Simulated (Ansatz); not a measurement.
# MoP: strain energy, fitted

MoP, P-6m2, a = 3.241 Å, c = 3.195 Å. The structure is a COD entry; whether it is the stable form wasn't checked. Ansatz: PBE, PAW, 420 eV, Γ-centred 18×18×16 mesh on 2 atoms, Gaussian smearing 0.10 eV; no spin polarisation. Series: equal strain along all axes, cell held, atoms fixed by symmetry; x is the strain in per cent. y is the free energy over the unstrained cell, V0 = 14.534 Å³/atom.

| x (%) | y (meV/atom) |
| --- | --- |
| -6.0 | 404.17 |
| -4.0 | ? |
| -2.0 | 38.96 |
| 0.0 | 0.00 |
| 2.0 | 34.08 |
| 4.0 | 127.26 |
| 6.0 | 267.72 |

Question: Fit y = c2 x² + c3 x³ to the other rows, turn c2 into a modulus, and predict the missing energy.

Answer: Least squares on the rows shown. y = 9.3198 x² − 0.31692 x³. In eV per unit strain² c2 is 93.20; the stiffness is B for this strain (E = 9/2 B V0 ε², shape held): 2 × 93.20 × 160.2 / (9 × 14.534) = 228 GPa. At x = -4.0 the fit asked for gives 169.40 meV/atom. The run gave 167.29 meV/atom, so the fit is 2.11 meV/atom too high, 0.52 % of the span of the series, against an rms of 0.91 meV/atom on the fitted rows. With a term in x⁴ added, a fit to the same known rows predicts 167.64 meV/atom, so most of the miss is curvature that the known rows already hold.